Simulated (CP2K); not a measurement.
Band structure of GeO2 (P4_2/mnm, 6 atoms in the cell).

```yaml
crystal:
  lattice:
    - [4.38948, 0.00000, 0.00000]
    - [0.00000, 4.38948, 0.00000]
    - [0.00000, 0.00000, 2.86155]
  atoms:
    - { symbol: Ge, position: [0.50000, 0.50000, 0.50000] }
    - { symbol: Ge, position: [0.00000, 0.00000, 0.00000] }
    - { symbol: O, position: [0.69423, 0.69423, 0.00000] }
    - { symbol: O, position: [0.30577, 0.30577, 0.00000] }
    - { symbol: O, position: [0.80577, 0.19423, 0.50000] }
    - { symbol: O, position: [0.19423, 0.80577, 0.50000] }
```

Level of theory: PBE, GPW, DZVP-MOLOPT-SR-GTH basis, GTH-PBE potentials (GTH_POTENTIALS) (CP2K).

Settings: CUTOFF = 450 Ry; REL_CUTOFF = 40 Ry; SMEAR/METHOD = FERMI_DIRAC; ELECTRONIC_TEMPERATURE = 580.23 K; KPOINTS/SCHEME = MONKHORST-PACK 7 7 10; GAMMA_CENTERED = T; XC_FUNCTIONAL = PBE; Ge/BASIS_SET = DZVP-MOLOPT-SR-GTH-q4; Ge/POTENTIAL = GTH-PBE-q4; O/BASIS_SET = DZVP-MOLOPT-SR-GTH-q6; O/POTENTIAL = GTH-PBE-q6; METHOD = GPW; EPS_DEFAULT = 1e-10; EXTRAPOLATION = USE_GUESS.

The starting cell comes from a database of computed structures (which also holds hypothetical and non-ambient phases and stackings), without a prior relaxation at this level. Its lattice was rescaled by a random factor within 2.5 % of one. Values carry the incompleteness of an atom-centred basis.

Q: Predict the gap along the standard path and the places of the band edges.

A: The gap along the path is 1.82 eV, direct at Γ to within 0.01 eV.

Levels in eV from the top of the valence band on the SCF mesh, bands 13 to 17:
| point | 13 | 14 | 15 | 16 | 17 |
|---|---|---|---|---|---|
| Γ | -2.20 | -0.78 | -0.78 | 0.00 | 1.82 |
| X | -1.95 | -1.95 | -0.82 | -0.82 | 4.97 |
| M | -2.31 | -2.31 | -1.55 | -1.55 | 5.04 |
| Z | -2.32 | -2.32 | -1.95 | -1.95 | 6.40 |
| R | -1.50 | -1.50 | -1.37 | -1.37 | 6.56 |
| A | -1.36 | -1.36 | -1.15 | -1.15 | 4.70 |

Higher empty bands are left out: an atom-centred basis made for the valence describes them poorly.
